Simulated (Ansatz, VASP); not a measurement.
# GaN: VASP beside Ansatz

Aim: how closely do two programs agree when they are given the same cell, functional and k mesh?

Main program and level: Ansatz 0.2.0; plane waves, with VASP 6.6.1 beside it; relaxation of cell and atoms at r2SCAN.

### 1. The structure

It takes space group P6_3mc (No. 186, hexagonal). Conventional cell: a = 3.189 Å, b = 3.189 Å, c = 5.185 Å, α = 90.00°, β = 90.00°, γ = 120.00°. Nearest to Ga lie 4 N at 1.95 Å. Nearest to N lie 4 Ga at 1.95 Å. Farther neighbours and most contacts between anions are not listed.

As a file:

```
Ga N
1.0
     3.18900    0.00000    0.00000
    -1.59450    2.76176    0.00000
     0.00000    0.00000    5.18500
Ga N
2 2
Direct
  0.33333 0.66667 0.00000
  0.66667 0.33333 0.50000
  0.33333 0.66667 0.37700
  0.66667 0.33333 0.87700
```

### 2. VASP: relaxation of cell and atoms, r2SCAN

The relaxed volume is the usual yardstick between codes: its relative difference is about their pressure difference at one cell divided by the bulk modulus.

Lines of VASP's logs that name or quote its potential files are left out, and so is its time.

The input, INCAR:

```
SYSTEM = GaN
PREC = Accurate
ENCUT = 520
EDIFF = 1E-07
NELM = 120
ISMEAR = 0
SIGMA = 0.02
LREAL = .FALSE.
ALGO = Normal
METAGGA = R2SCAN
LASPH = .TRUE.
NBANDS = 24
LORBIT = 11
LWAVE = .FALSE.
LCHARG = .FALSE.
KPAR = 8
IBRION = 2
NSW = 80
ISIF = 3
EDIFFG = -0.005
POTIM = 0.4
```

The input, POSCAR:

```
GaN
1.0
    3.1890000000      0.0000000000      0.0000000000
   -1.5945000000      2.7617550130      0.0000000000
    0.0000000000      0.0000000000      5.1850000000
Ga N
2 2
Direct
    0.3333333333      0.6666666667      0.0000000000
    0.6666666667      0.3333333333      0.5000000000
    0.3333333333      0.6666666667      0.3770000000
    0.6666666667      0.3333333333      0.8770000000
```

The input, KPOINTS:

```
Automatic mesh
0
Gamma
10 10 5
0 0 0
```

The projector-augmented-wave data sets are Ga_d and N (PBE family, release 64).

Launch:

```console
$ mpirun -np 8 vasp_std
```

Numbers of over 12 decimals in the logs are rounded to 6 here.

Log:

```text
[banner, memory and clock lines left out]
running    8 mpi-ranks, on    1 nodes
 distrk:  each k-point on    1 cores,    8 groups
 distr:  one band on    1 cores,    1 groups

 POSCAR found type information on POSCAR GaN
 POSCAR found :  2 types and       4 ions
|                                                                             |
|           W    W    AA    RRRRR   N    N  II  N    N   GGGG   !!!           |
|           W    W   A  A   R    R  NN   N  II  NN   N  G    G  !!!           |
|           W    W  A    A  R    R  N N  N  II  N N  N  G       !!!           |
|           W WW W  AAAAAA  RRRRR   N  N N  II  N  N N  G  GGG   !            |
|           WW  WW  A    A  R   R   N   NN  II  N   NN  G    G                |
|           W    W  A    A  R    R  N    N  II  N    N   GGGG   !!!           |
|                                                                             |
|     For optimal performance we recommend to set                             |
|       NCORE = 2 up to number-of-cores-per-socket                            |
|     NCORE specifies how many cores store one orbital (NPAR=cpu/NCORE).      |
|     This setting can greatly improve the performance of VASP for DFT.       |
|     The default, NCORE=1 might be grossly inefficient on modern             |
|     multi-core architectures or massively parallel machines. Do your        |
|     Unfortunately you need to use the default for GW and RPA                |
|     calculations (for HF NCORE is supported but not extensively tested      |
|     yet).                                                                   |
|                                                                             |

|                                                                             |
|               ----> ADVICE to this user running VASP <----                  |
|                                                                             |
|     You enforced a specific xc type in the INCAR file but a different       |
|     [... a line on the potential file left out ...]
|     I HOPE YOU KNOW WHAT YOU ARE DOING!                                     |
|                                                                             |

 LDA part: xc-table for (None), standard interpolation
 POSCAR, INCAR and KPOINTS ok, starting setup
 FFT: planning ... GRIDC
 FFT: planning ... GRID_SOFT
 FFT: planning ... GRID
 WAVECAR not read
 entering main loop
       N       E                     dE             d eps       ncg     rms          rms(c)
DAV:   1     0.252024021103E+03    0.25202E+03   -0.18572E+04  2184   0.287E+03
DAV:   2    -0.202234367305E+02   -0.27225E+03   -0.25946E+03  2256   0.526E+02
DAV:   3    -0.526239203482E+02   -0.32400E+02   -0.32156E+02  2376   0.147E+02
DAV:   4    -0.536397565426E+02   -0.10158E+01   -0.10144E+01  2584   0.290E+01
DAV:   5    -0.536561227151E+02   -0.16366E-01   -0.16365E-01  2360   0.338E+00    0.102E+01
DAV:   6    -0.435827593276E+02    0.10073E+02   -0.90082E+00  3424   0.545E+01    0.309E+00
DAV:   7    -0.438016759148E+02   -0.21892E+00   -0.19902E+00  2296   0.108E+01    0.264E+00
DAV:   8    -0.438246308254E+02   -0.22955E-01   -0.10798E-01  2856   0.704E+00    0.688E-01
DAV:   9    -0.438215430769E+02    0.30877E-02   -0.45340E-02  3344   0.314E+00    0.163E-01
DAV:  10    -0.438217672964E+02   -0.22422E-03   -0.46859E-03  3216   0.826E-01    0.680E-02
DAV:  11    -0.438219198380E+02   -0.15254E-03   -0.43233E-04  2176   0.192E-01    0.274E-02
DAV:  12    -0.438219287472E+02   -0.89092E-05   -0.19437E-05  2616   0.516E-02    0.144E-02
DAV:  13    -0.438219266654E+02    0.20818E-05   -0.40878E-06  2800   0.575E-02    0.435E-03
DAV:  14    -0.438219263113E+02    0.35415E-06   -0.20590E-06  2360   0.120E-02    0.698E-04
DAV:  15    -0.438219264891E+02   -0.17783E-06   -0.14488E-07  1752   0.330E-03    0.182E-03
DAV:  16    -0.438219265968E+02   -0.10771E-06   -0.34120E-08  1328   0.222E-03    0.653E-04
DAV:  17    -0.438219265841E+02    0.12727E-07   -0.13408E-08  1248   0.105E-03
   1 F= -.43821927E+02 E0= -.43821927E+02  d E =-.438219E+02
[...]
2 F= -.43822000E+02 E0= -.43822000E+02  d E =-.732885E-04
[...]
3 F= -.43822022E+02 E0= -.43822022E+02  d E =-.957011E-04
[...]
4 F= -.43822021E+02 E0= -.43822021E+02  d E =-.947822E-04
[...]
5 F= -.43822022E+02 E0= -.43822022E+02  d E =-.955645E-04
[...]
6 F= -.43822047E+02 E0= -.43822047E+02  d E =-.250404E-04
 trial-energy change:   -0.000025  1 .order   -0.000023   -0.000032   -0.000014
 step:   1.3002(harm=  1.6826)  dis= 0.00057  next Energy=   -43.822050 (dE=-0.278E-04)
 bond charge predicted
       N       E                     dE             d eps       ncg     rms          rms(c)
DAV:   1    -0.438220554303E+02   -0.81747E-05   -0.46945E-04  2184   0.182E-01    0.151E-02
DAV:   2    -0.438220533343E+02    0.20960E-05   -0.18990E-05  2432   0.665E-02    0.842E-03
DAV:   3    -0.438220523032E+02    0.10311E-05   -0.30981E-06  3168   0.222E-02    0.152E-03
DAV:   4    -0.438220521536E+02    0.14957E-06   -0.57309E-07  2272   0.678E-03    0.394E-04
DAV:   5    -0.438220521237E+02    0.29890E-07   -0.31987E-08  1128   0.225E-03
   7 F= -.43822052E+02 E0= -.43822052E+02  d E =-.299752E-04
 curvature:  -0.66 expect dE=-0.147E-05 dE for cont linesearch -0.127E-05
 trial: gam=-0.16547 g(F)=  0.193E-05 g(S)=  0.299E-06 ort = 0.830E-05 (trialstep = 0.101E+01)
 search vector abs. value=  0.467E-06
 reached required accuracy - stopping structural energy minimisation
```

Parts of OUTCAR (step 2):

```text
ion  position               nearest neighbor table
   1  0.333  0.667  0.000-   4 1.95   4 1.95   4 1.95   3 1.95
   2  0.667  0.333  0.500-   3 1.95   3 1.95   3 1.95   4 1.95
   3  0.333  0.667  0.377-   2 1.95   2 1.95   2 1.95   1 1.95
   4  0.667  0.333  0.877-   1 1.95   1 1.95   1 1.95   2 1.95

  LATTYP: Found a hexagonal cell.
 ALAT       =     3.1890000000
 C/A-ratio  =     1.6259015365

 Subroutine GETGRP returns: Found 12 space group operations
 (whereof  6 operations were pure point group operations)

The static configuration has the point symmetry C_3v.
 The point group associated with its full space group is C_6v.

 Found     42 irreducible k-points:

   k-points           NKPTS =     42   k-points in BZ     NKDIM =     42   number of bands    NBANDS=     24

   dimension x,y,z NGX =    24 NGY =   24 NGZ =   40
   dimension x,y,z NGXF=    48 NGYF=   48 NGZF=   80

   ENCUT  =  520.0 eV  38.22 Ry    6.18 a.u.   5.93  5.93  9.64*2*pi/ulx,y,z

   NELECT =      36.0000    total number of electrons

 k-points in reciprocal lattice and weights: Automatic mesh
   0.00000000  0.00000000  0.00000000       0.002
   0.10000000  0.00000000  0.00000000       0.012
   0.20000000  0.00000000  0.00000000       0.012
   0.30000000  0.00000000  0.00000000       0.012
   0.40000000  0.00000000  0.00000000       0.012
   0.50000000  0.00000000  0.00000000       0.006
   0.10000000  0.10000000  0.00000000       0.012
   0.20000000  0.10000000  0.00000000       0.024
   0.30000000  0.10000000  0.00000000       0.024
[...]
0.40000000  0.20000000  0.40000000       0.024
   0.30000000  0.30000000  0.40000000       0.024

 average (electrostatic) potential at core
       1 -68.2939       2 -68.2939       3 -64.9531       4 -64.9531

 E-fermi :   5.1798

 k-point     1 :       0.0000    0.0000    0.0000
  band No.  band energies     occupation
    ...
     14       3.9803      2.00000
     15       3.9803      2.00000
     16       5.0059      2.00000
     17       5.0418      2.00000
     18       5.0418      2.00000
     19       7.3473      0.00000
     20       9.8163      0.00000
     21      14.9694      0.00000
     22      15.5961      0.00000
     23      15.5962      0.00000
    ...

 k-point     2 :       0.1000    0.0000    0.0000
  band No.  band energies     occupation
    ...
     14       3.2618      2.00000
     15       3.7698      2.00000
     16       4.2172      2.00000
     17       4.9052      2.00000
     18       4.9507      2.00000
     19       8.1045      0.00000
     20      10.4271      0.00000
     21      14.6006      0.00000
     22      14.9900      0.00000
     23      15.8649      0.00000
    ...

 k-point     3 :       0.2000    0.0000    0.0000
  band No.  band energies     occupation
    ...
     14       1.7537      2.00000
     15       2.8281      2.00000
     16       3.2791      2.00000
     17       4.5801      2.00000
     18       4.6947      2.00000
     19       9.2741      0.00000
     20      11.3899      0.00000
     21      13.4491      0.00000
     22      14.4359      0.00000
     23      16.0052      0.00000
    ...

  Total       -0.0021088     -0.0021088      0.0047052      0.0000000      0.0000000      0.0000000
  in kB       -0.0738738     -0.0738738      0.1648288      0.0000000      0.0000000      0.0000000
  external PRESSURE =       0.0056937 kB  Pullay stress =       0.0000000 kB

  energy-cutoff  :      520.00
  volume of cell :       45.74
      direct lattice vectors                 reciprocal lattice vectors
     3.189169908  0.000000000 -0.000000000     0.313561218  0.181034653 -0.000000000
    -1.594584954  2.761902157  0.000000000    -0.000000000  0.362069307 -0.000000000
     0.000000000  0.000000000  5.192471503     0.000000000  0.000000000  0.192586517

 POSITION                                       TOTAL-FORCE (eV/Angst)
 -----------------------------------------------------------------------------------
     -0.00000      1.84127      0.00075        -0.000000     -0.000000      0.003536
      1.59458      0.92063      2.59699        -0.000000      0.000000      0.003536
     -0.00000      1.84127      1.95681         0.000000     -0.000000     -0.003536
      1.59458      0.92063      4.55304         0.000000     -0.000000     -0.003536
 -----------------------------------------------------------------------------------
    total drift:                                0.000002      0.000004      0.059117

  FREE ENERGIE OF THE ION-ELECTRON SYSTEM (eV)
  ---------------------------------------------------
  free  energy   TOTEN  =       -43.8220521237 eV

  energy  without entropy=      -43.8220521237  energy(sigma->0) =      -43.82205212

 reached required accuracy - stopping structural energy minimisation

 total charge
# of ion       s       p       d       tot
------------------------------------------
    1        0.754   0.875  10.191  11.819
    2        0.754   0.875  10.191  11.819
    3        1.232   2.544   0.000   3.776
    4        1.232   2.544   0.000   3.776
--------------------------------------------------
tot          3.971   6.839  20.381  31.191

[... 3 further parts left out ...]
```

The run keeps the 12 symmetry operations of its start, so it cannot find a distortion of lower symmetry.

(Continued in part 2 of 2.)

[Lines on the potential files, build, host, timing and source positions are cut from VASP's logs without a mark.]

[Logs are printed without paths, hosts, clocks, repeated set-up lines and the standing remarks that a program may print on its own settings, such as how far it seeks lower states.]

[Hosts, paths, dates, database ids (printed as entryN), source tags and the programs' standing remarks are cut or masked in the printed files.]
